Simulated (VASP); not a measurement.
# BAs (F-43m) in VASP: notebook

One crystal, BAs, is run at these levels: PBEsol; tasks: single point.

Program: VASP 6.6.1. These are calculated values, not measurements. Logs are shortened: lines on timing, memory, paths and dates and some standing lists are left out, and cuts for length are marked.

## (1) Starting point

Symmetry: F-43m, No. 216, cubic system. Conventional cell: a = 4.793 Å, b = 4.793 Å, c = 4.793 Å, α = 90.00°, β = 90.00°, γ = 90.00°. B (site symmetry -43m) has 4 As at 2.08 Å as nearest neighbours. As (site symmetry -43m) has 4 B at 2.08 Å as nearest neighbours.

## (2) Single point, PBEsol

Contents of INCAR:

```
PREC = Accurate ; ENCUT = 520
EDIFF = 1E-6 ; ISMEAR = 0
SIGMA = 0.05 ; LREAL = F
LASPH = T ; NELM = 100
ALGO = Normal ; ISIF = 2
LWAVE = F ; LCHARG = T
GGA = PS ; LELF = T
LVHAR = T ; NBANDS = 11
```

Contents of KPOINTS:

```
Automatic mesh
0
Gamma
  12 12 12
```

Contents of POSCAR:

```
BAs
1.0
    0.0000000000      2.3964352742      2.3964352742
    2.3964352742      0.0000000000      2.3964352742
    2.3964352742      2.3964352742      0.0000000000
B As
1 1
Direct
    0.0000000000      0.0000000000      0.0000000000
    0.7500000000      0.7500000000      0.7500000000
```

Potentials or basis: VASP PAW PBE potentials, release 64 (B, As).

Run with:

```
cat potpaw_PBE.64/B/POTCAR potpaw_PBE.64/As/POTCAR > POTCAR
mpirun -np 1 vasp_std > vasp.out
```

OUTCAR:

```text
PREC = Accurate
   ENCUT = 520
   EDIFF = 1E-6
   ISMEAR = 0
   LREAL = F
   LASPH = T
   NELM = 100
   ISIF = 2
   GGA = PS

 ion  position               nearest neighbor table
   1  0.000  0.000  0.000-   2 2.08   2 2.08   2 2.08   2 2.08
   2  0.750  0.750  0.750-   1 2.08   1 2.08   1 2.08   1 2.08

  LATTYP: Found a face centered cubic cell.
 ALAT       =     4.7928705484

  Lattice vectors:

 A1 = (   0.0000000000,   2.3964352742,   2.3964352742)
 A2 = (   2.3964352742,   0.0000000000,   2.3964352742)
 A3 = (   2.3964352742,   2.3964352742,   0.0000000000)

Analysis of symmetry for initial positions (statically):
=====================================================================
 Subroutine PRICEL returns:
 Original cell was already a primitive cell.

 Routine SETGRP: Setting up the symmetry group for a
 face centered cubic supercell.

 Subroutine GETGRP returns: Found 24 space group operations
 (whereof 24 operations were pure point group operations)
 out of a pool of 48 trial point group operations.

The static configuration has the point symmetry T_d .

Analysis of symmetry for dynamics (positions and initial velocities):
=====================================================================
 Subroutine PRICEL returns:
 Original cell was already a primitive cell.

 Routine SETGRP: Setting up the symmetry group for a
 face centered cubic supercell.

 Subroutine GETGRP returns: Found 24 space group operations
 (whereof 24 operations were pure point group operations)
 out of a pool of 48 trial point group operations.

The dynamic configuration has the point symmetry T_d .

 Subroutine INISYM returns: Found 24 space group operations
 (whereof 24 operations are pure point group operations),
 and found     1 'primitive' translations

----------------------------------------------------------------------------------------

                                     Primitive cell

  volume of cell :      27.5250

  direct lattice vectors                    reciprocal lattice vectors
     0.000000000  2.396435274  2.396435274    -0.208643232  0.208643232  0.208643232
     2.396435274  0.000000000  2.396435274     0.208643232 -0.208643232  0.208643232
     2.396435274  2.396435274  0.000000000     0.208643232  0.208643232 -0.208643232

  length of vectors
     3.389071266  3.389071266  3.389071266     0.361380678  0.361380678  0.361380678

  position of ions in fractional coordinates (direct lattice)
     0.000000000  0.000000000  0.000000000
     0.750000000  0.750000000  0.750000000

  ion indices of the primitive-cell ions
   primitive index   ion index
                 1           1
[... 85 lines left out ...]
   NUPDOWN=      -1.0000    fix difference up-down
   EMIN   =  10.00;   EMAX   =-10.00  energy-range for DOS
   EFERMI =   0.00;   METHOD = LEGACY
   ISMEAR =     0;   SIGMA  =   0.05  broadening in eV -4-tet -1-fermi 0-gaus
   EFERMI_NEDOS =   21; number of points for ismear=-14 and -15
   IALGO  =     38    algorithm
   IMIX   =      4    mixing-type and parameters
     AMIX     =   0.40;   BMIX     =  1.00
     AMIX_MAG =   1.60;   BMIX_MAG =  1.00
  volume/ion in A,a.u.               =      13.76        92.87
  Fermi-wavevector in a.u.,A,eV,Ry     =   1.084416  2.049249 15.999872  1.175957
  Thomas-Fermi vector in A             =   2.220505
   LORBIT       =      0    0 simple, 1 ext, 2 COOP (PROOUT), +10 PAW based schemes
   GGA     = PS    functional components
   LHFCALC =     F    Hartree Fock is set to
   AEXX    =    0.0000 exact exchange contribution
   IVDW    =     0    specifies the selected vdW correction
   LEPSILON=     F    determine dielectric tensor
   LRPA    =     F    only Hartree local field effects (RPA)
 non-spin polarized calculation
 Gauss-broadening in eV      SIGMA  =   0.05
  energy-cutoff  :      520.00
  volume of cell :       27.52
 maximum number of plane-waves:       754
 NGX is ok and might be reduce to    28
   NGX = 13   NGY = 13   NGZ = 13

 number of electron       8.0000000 magnetization

 Free energy of the ion-electron system (eV)
  ---------------------------------------------------
  ext. energy  EPLUGINS =         0.00000000
  ---------------------------------------------------
  free energy    TOTEN  =       -12.20321513 eV

  energy without entropy =      -12.20321513  energy(sigma->0) =      -12.20321513

 E-fermi :   6.2406     XC(G=0): -10.6889

 val. band max:        5.9346473484   @ k =   0.0000   0.0000   0.0000
 cond. band min:       7.0266297096   @ k =   0.4167   0.4167   0.0000
 fundamental gap:      1.0919823611
 Fermi energy:         6.2405827053

 k-point     1 :       0.0000    0.0000    0.0000
  band No.  band energies     occupation
      1      -9.4118      2.00000
      2       5.9346      2.00000
      3       5.9346      2.00000
      4       5.9346      2.00000
      5       9.1623      0.00000
      6       9.1623      0.00000
      7       9.1623      0.00000
      8      10.4905      0.00000
      9      15.2327      0.00000
     10      18.8246      0.00000
     11      18.8246      0.00000
[... 309 lines left out ...]
 k-point    24 :      -0.4167    0.1667    0.0000
  band No.  band energies     occupation
      1      -6.2696      2.00000
      2      -2.4328      2.00000
      3       1.9849      2.00000
      4       3.6019      2.00000
      5       9.0823      0.00000
      6      11.3768      0.00000
      7      11.9062      0.00000
      8      15.0313      0.00000
      9      17.3040      0.00000
     10      18.7093      0.00000
     11      20.2069      0.00000

 [... further k-points ...]

------------------------ aborting loop because EDIFF is reached ----------------------------------------

  FORCE on cell =-STRESS in cart. coord.  units (eV):
  Direction    XX          YY          ZZ          XY          YZ          ZX
  --------------------------------------------------------------------------------------
  -------------------------------------------------------------------------------------
  Total       -0.2262482     -0.2262482     -0.2262482     -0.0000000     -0.0000000      0.0000000
  in kB      -13.1694780    -13.1694780    -13.1694780     -0.0000000     -0.0000000      0.0000000
  external PRESSURE =     -13.1694780 kB  Pullay stress =       0.0000000 kB

 VOLUME and BASIS-vectors are now :
 -----------------------------------------------------------------------------
  energy-cutoff  :      520.00
  volume of cell :       27.52
      direct lattice vectors                 reciprocal lattice vectors
     0.000000000  2.396435274  2.396435274    -0.208643232  0.208643232  0.208643232
     2.396435274  0.000000000  2.396435274     0.208643232 -0.208643232  0.208643232
     2.396435274  2.396435274  0.000000000     0.208643232  0.208643232 -0.208643232

 POSITION                                       TOTAL-FORCE (eV/Angst)
 -----------------------------------------------------------------------------------
      0.00000      0.00000      0.00000         0.000000      0.000000      0.000000
      3.59465      3.59465      3.59465        -0.000000     -0.000000     -0.000000
 -----------------------------------------------------------------------------------
    total drift:                                0.000000      0.000000      0.000000

  FREE ENERGIE OF THE ION-ELECTRON SYSTEM (eV)
  ---------------------------------------------------
  free  energy   TOTEN  =       -12.2032151343 eV

  energy  without entropy=      -12.2032151343  energy(sigma->0) =      -12.20321513
```

stdout:

```text
POSCAR found type information on POSCAR B As
 POSCAR found :  2 types and       2 ions
 scaLAPACK will be used
 -----------------------------------------------------------------------------
|                                                                             |
|                                                                             |
|     You enforced a specific xc type in the INCAR file but a different       |
|     I HOPE YOU KNOW WHAT YOU ARE DOING!                                     |
|                                                                             |
 -----------------------------------------------------------------------------

 LDA part: xc-table for (Slater+PW92), standard interpolation
 POSCAR, INCAR and KPOINTS ok, starting setup
 FFT: planning ... GRIDC
 FFT: planning ... GRID_SOFT
 FFT: planning ... GRID
 WAVECAR not read
 entering main loop
```

It took 9.5 s on 1 thread of Intel Xeon 6975P-C (Granite Rapids), shared host; peak memory 0.17 GiB.

What came out:

```yaml
Free_energy: -12.2032 eV
Pressure: -1.3 GPa
Band_gap_on_the_k_mesh: 1.09 eV, indirect (least direct gap 3.23 eV)
```

Caveat: the PAW data sets were made with another functional, which shifts forces and pressure a little. A hybrid or GW would open this gap; PBEsol tends to underestimate it.

## (3) Single point, PBEsol

This run uses another cell than the first one, of 13.55 Å³/atom, 0.984 times its volume.

Contents of INCAR:

```
SYSTEM = BAs
PREC     = Accurate       ! precision mode
ENCUT    = 520            ! plane-wave cutoff, eV
EDIFF    = 1E-7           ! SCF threshold, eV
ISMEAR   = 0              ! smearing method
SIGMA    = 0.05           ! smearing width, eV
LREAL    = .FALSE.        ! projectors in reciprocal space
LASPH    = .TRUE.         ! aspherical terms in the spheres
NELM     = 100            ! most SCF steps
ALGO     = Normal         ! electronic algorithm
ISIF     = 2              ! what is computed and relaxed
LWAVE    = .FALSE.        ! write WAVECAR
LCHARG   = .FALSE.        ! write CHGCAR
GGA      = PS             ! functional
NBANDS   = 11             ! bands
```

Contents of KPOINTS:

```
Automatic mesh
0
G
  12 12 12
  0 0 0
```

Contents of POSCAR:

```
BAs
1.0
    0.0000000000      2.3839417728      2.3839417728
    2.3839417728      0.0000000000      2.3839417728
    2.3839417728      2.3839417728      0.0000000000
B As
1 1
Direct
    0.0000000000      0.0000000000      0.0000000000
    0.7500000000      0.7500000000      0.7500000000
```

Potentials or basis: VASP PAW PBE potentials, release 64 (B, As).

Run with:

```
cat potpaw_PBE.64/B/POTCAR potpaw_PBE.64/As/POTCAR > POTCAR
mpirun -np 1 vasp_std > vasp.out
```

OUTCAR:

```text
SYSTEM = BAs
   PREC = Accurate
   ENCUT = 520
   EDIFF = 1E-7
   ISMEAR = 0
   LREAL = .FALSE.
   LASPH = .TRUE.
   NELM = 100
   ISIF = 2
   GGA = PS

 ion  position               nearest neighbor table
   1  0.000  0.000  0.000-   2 2.06   2 2.06   2 2.06   2 2.06
   2  0.750  0.750  0.750-   1 2.06   1 2.06   1 2.06   1 2.06

  LATTYP: Found a face centered cubic cell.
 ALAT       =     4.7678835456

  Lattice vectors:

 A1 = (   0.0000000000,   2.3839417728,   2.3839417728)
 A2 = (   2.3839417728,   0.0000000000,   2.3839417728)
 A3 = (   2.3839417728,   2.3839417728,   0.0000000000)

Analysis of symmetry for initial positions (statically):
=====================================================================
 Subroutine PRICEL returns:
 Original cell was already a primitive cell.

 Routine SETGRP: Setting up the symmetry group for a
 face centered cubic supercell.

 Subroutine GETGRP returns: Found 24 space group operations
 (whereof 24 operations were pure point group operations)
 out of a pool of 48 trial point group operations.

The static configuration has the point symmetry T_d .

Analysis of symmetry for dynamics (positions and initial velocities):
=====================================================================
 Subroutine PRICEL returns:
 Original cell was already a primitive cell.

 Routine SETGRP: Setting up the symmetry group for a
 face centered cubic supercell.

 Subroutine GETGRP returns: Found 24 space group operations
 (whereof 24 operations were pure point group operations)
 out of a pool of 48 trial point group operations.

The dynamic configuration has the point symmetry T_d .

 Subroutine INISYM returns: Found 24 space group operations
 (whereof 24 operations are pure point group operations),
 and found     1 'primitive' translations

----------------------------------------------------------------------------------------

                                     Primitive cell

  volume of cell :      27.0967
[... 118 lines left out ...]
   LEPSILON=     F    determine dielectric tensor
   LRPA    =     F    only Hartree local field effects (RPA)
 non-spin polarized calculation
 Gauss-broadening in eV      SIGMA  =   0.05
  energy-cutoff  :      520.00
  volume of cell :       27.10
 maximum number of plane-waves:       745
 NGX is ok and might be reduce to    28
   NGX = 13   NGY = 13   NGZ = 13

 number of electron       8.0000000 magnetization

 Free energy of the ion-electron system (eV)
  ---------------------------------------------------
  ext. energy  EPLUGINS =         0.00000000
  ---------------------------------------------------
  free energy    TOTEN  =       -12.20374066 eV

  energy without entropy =      -12.20374066  energy(sigma->0) =      -12.20374066

 E-fermi :   6.4046     XC(G=0): -10.7555

 val. band max:        6.1070767850   @ k =   0.0000   0.0000   0.0000
 cond. band min:       7.1829655629   @ k =   0.4167   0.4167   0.0000
 fundamental gap:      1.0758887780
 Fermi energy:         6.4045840308

 k-point     1 :       0.0000    0.0000    0.0000
  band No.  band energies     occupation
      1      -9.3824      2.00000
      2       6.1071      2.00000
      3       6.1071      2.00000
      4       6.1071      2.00000
      5       9.3542      0.00000
      6       9.3542      0.00000
      7       9.3542      0.00000
      8      10.8617      0.00000
      9      15.4820      0.00000
     10      19.0615      0.00000
     11      19.0615      0.00000
[... 309 lines left out ...]
 k-point    24 :      -0.4167    0.1667    0.0000
  band No.  band energies     occupation
      1      -6.1787      2.00000
      2      -2.3649      2.00000
      3       2.1071      2.00000
      4       3.7373      2.00000
      5       9.2852      0.00000
      6      11.6169      0.00000
      7      12.1196      0.00000
      8      15.2908      0.00000
      9      17.5697      0.00000
     10      18.9632      0.00000
     11      20.4931      0.00000

 [... further k-points ...]

------------------------ aborting loop because EDIFF is reached ----------------------------------------

  FORCE on cell =-STRESS in cart. coord.  units (eV):
  Direction    XX          YY          ZZ          XY          YZ          ZX
  --------------------------------------------------------------------------------------
  -------------------------------------------------------------------------------------
  Total        0.1484827      0.1484827      0.1484827     -0.0000000     -0.0000000     -0.0000000
  in kB        8.7794922      8.7794922      8.7794922     -0.0000000     -0.0000000     -0.0000000
  external PRESSURE =       8.7794922 kB  Pullay stress =       0.0000000 kB

 VOLUME and BASIS-vectors are now :
 -----------------------------------------------------------------------------
  energy-cutoff  :      520.00
  volume of cell :       27.10
      direct lattice vectors                 reciprocal lattice vectors
     0.000000000  2.383941773  2.383941773    -0.209736666  0.209736666  0.209736666
     2.383941773  0.000000000  2.383941773     0.209736666 -0.209736666  0.209736666
     2.383941773  2.383941773  0.000000000     0.209736666  0.209736666 -0.209736666

 POSITION                                       TOTAL-FORCE (eV/Angst)
 -----------------------------------------------------------------------------------
      0.00000      0.00000      0.00000         0.000000      0.000000      0.000000
      3.57591      3.57591      3.57591        -0.000000     -0.000000     -0.000000
 -----------------------------------------------------------------------------------
    total drift:                                0.000000      0.000000      0.000000

  FREE ENERGIE OF THE ION-ELECTRON SYSTEM (eV)
  ---------------------------------------------------
  free  energy   TOTEN  =       -12.2037406556 eV

  energy  without entropy=      -12.2037406556  energy(sigma->0) =      -12.20374066
```

OSZICAR:

```text
N       E                     dE             d eps       ncg     rms          rms(c)
DAV:   1     0.122131068055E+02    0.12213E+02   -0.38411E+03  1584   0.645E+02
DAV:   2    -0.120520970295E+02   -0.24265E+02   -0.22941E+02  2130   0.106E+02
DAV:   3    -0.128200991475E+02   -0.76800E+00   -0.76592E+00  1980   0.173E+01
DAV:   4    -0.128221814804E+02   -0.20823E-02   -0.20823E-02  1737   0.102E+00
DAV:   5    -0.128221845300E+02   -0.30496E-05   -0.30496E-05  1895   0.420E-02    0.487E+00
DAV:   6    -0.122827644808E+02    0.53942E+00   -0.13629E+00  1701   0.469E+00    0.241E+00
DAV:   7    -0.122127739943E+02    0.69990E-01   -0.18831E-01  1860   0.209E+00    0.932E-01
DAV:   8    -0.122035537273E+02    0.92203E-02   -0.18565E-02  1788   0.745E-01    0.922E-02
DAV:   9    -0.122036854905E+02   -0.13176E-03   -0.68343E-04  1797   0.156E-01    0.518E-02
DAV:  10    -0.122037380778E+02   -0.52587E-04   -0.84870E-05  1689   0.540E-02    0.946E-03
DAV:  11    -0.122037407255E+02   -0.26477E-05   -0.18498E-06  1936   0.982E-03    0.911E-03
DAV:  12    -0.122037406239E+02    0.10162E-06   -0.10018E-06  1707   0.497E-03    0.301E-03
DAV:  13    -0.122037406556E+02   -0.31716E-07   -0.36271E-08   984   0.129E-03
   1 F= -.12203741E+02 E0= -.12203741E+02  d E =-.206115E-19
```

stdout:

```text
POSCAR found type information on POSCAR B As
 POSCAR found :  2 types and       2 ions
 scaLAPACK will be used
 -----------------------------------------------------------------------------
|                                                                             |
|                                                                             |
|     You enforced a specific xc type in the INCAR file but a different       |
|     I HOPE YOU KNOW WHAT YOU ARE DOING!                                     |
|                                                                             |
 -----------------------------------------------------------------------------

 LDA part: xc-table for (Slater+PW92), standard interpolation
 POSCAR, INCAR and KPOINTS ok, starting setup
 FFT: planning ... GRIDC
 FFT: planning ... GRID_SOFT
 FFT: planning ... GRID
 WAVECAR not read
 entering main loop
```

Run time: 9.8 s. Hardware: 1 thread of Intel Xeon 6975P-C (Granite Rapids), shared host; peak memory 0.16 GiB.

Results:

| Property | Result |
| --- | --- |
| Free energy | -12.2037 eV |
| Pressure | 0.9 GPa |
| Band gap on the k mesh | 1.08 eV, indirect (least direct gap 3.25 eV) |

Levels at points of the mesh, in eV from the valence-band top:
```
           k point  band 1  band 2  band 3  band 4  band 5  band 6  band 7  band 8  band 9
(0.00, 0.00, 0.00)  -15.49    0.00    0.00    0.00    3.25    3.25    3.25    4.75    9.37
(0.50, 0.00, 0.00)  -12.58   -8.88   -1.84   -1.84    2.69    4.73    4.73    8.72   12.60
(0.50, 0.50, 0.00)  -11.27   -8.57   -4.13   -4.13    1.31    1.33   11.40   11.40   12.83
```

Caveat: the PAW data sets were made with another functional, which shifts forces and pressure a little. A hybrid or GW would open this gap; PBEsol tends to underestimate it.
